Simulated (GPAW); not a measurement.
Wanted: an ASE script for a GPAW 26.7.0 run.

* Task: single point
* Functional: PBE
* Potentials or basis: GPAW PAW data sets (gpaw-data 1.2.1)
* Cutoff: 600 eV
* Basis: pw
* k mesh: 6 × 6 × 6
* Occupations: fermi-dirac, width 0.05 eV
* Spin: no spin polarisation
* Maxiter: 75

The structure of Al lies in Al.cif:

```cif
data_Al
_cell_length_a 2.86350669
_cell_length_b 2.86350669
_cell_length_c 2.86350669
_cell_angle_alpha 60.00000000
_cell_angle_beta 60.00000000
_cell_angle_gamma 60.00000000
_space_group_name_H-M_alt 'P1'
_space_group_name_Hall 'P 1'
_space_group_IT_number 1
loop_
_space_group_symop_operation_xyz
'x,y,z'
loop_
_atom_site_label
_atom_site_type_symbol
_atom_site_symmetry_multiplicity
_atom_site_Wyckoff_symbol
_atom_site_fract_x
_atom_site_fract_y
_atom_site_fract_z
_atom_site_occupancy
Al1 Al 1 a 0.0000000000 0.0000000000 0.0000000000 1
```

One way to write it, as run:

run.py

```python
from ase.dft.bandgap import bandgap
from ase.io import read, write
from ase.units import GPa
from gpaw import GPAW, PW

atoms = read('Al.cif')

calc = GPAW(mode=PW(600),
            xc='PBE',
            kpts={'size': (6, 6, 6), 'gamma': True},
            occupations={'name': 'fermi-dirac', 'width': 0.05},
            nbands=7,
            convergence={'density': 1e-05, 'energy': 1e-05},
            maxiter=75,
            txt='gpaw.txt')
atoms.calc = calc
energy = atoms.get_potential_energy()
forces = atoms.get_forces()
stress = atoms.get_stress()
calc.write('gs.gpw')
write('result.traj', atoms)
print(f'Energy: {energy:.6f} eV')
print('Forces (eV/A):')
print(forces.round(4))
print('Stress (GPa):', (stress / GPa).round(3))
print('Fermi level:', round(calc.get_fermi_level(), 4), 'eV')
print(f'Gap: {bandgap(calc)[0]:.4f} eV, direct: {bandgap(calc, direct=True)[0]:.4f} eV')
```

Potentials or basis: GPAW PAW data sets (gpaw-data 1.2.1), pw.

Command:

```bash
$ OMP_NUM_THREADS=1 python run.py
```

It gave:

```
Pressure               : 0.1 GPa
Band gap on the k mesh : none (metal or under the smearing width)
```

Caveat: the k mesh is coarse (spacing up to 0.45 Å⁻¹), so the values aren't converged.

It took 3 s on 1 thread of Arm Neoverse V1 (shared host), peak memory 0.12 GiB.
